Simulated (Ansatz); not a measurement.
PtSe2 (Sudovikovite):

```xyz
3
Lattice="3.7240 0.0000 0.0000 -1.8620 3.2251 0.0000 0.0000 0.0000 5.0620" Properties=species:S:1:pos:R:3 pbc="T T T"
Pt    0.0000    0.0000    0.0000
Se    1.8620    1.0750    3.7965
Se    0.0000    2.1501    1.2655
```

Base run:

* Program: Ansatz 0.2.0
* Functional: PBEsol
* Potentials or basis: all-electron LAPW, non-relativistic
* Cutoff: 292 eV (chosen from the basis error)
* Basis error allowed: 0.002 eV/atom
* k mesh: 8 × 8 × 5
* Occupations: fermi-dirac, width 0.05 eV
* Spin: no spin polarisation

Its results: pressure 12.2 GPa; largest force 1.546 eV/Å.

Task: The run is repeated on the same cell with these changes: potentials or basis from all-electron LAPW, non-relativistic to all-electron LAPW, scalar-relativistic. What comes out?

Result: Pressure 2.1 GPa; largest force 0.337 eV/Å.

Caveats: relativity is left out, which matters for the heavier elements (some runs); forces of over 1 eV/Å show positions far from the minimum, so gaps and moduli don't describe the material at rest (some runs).
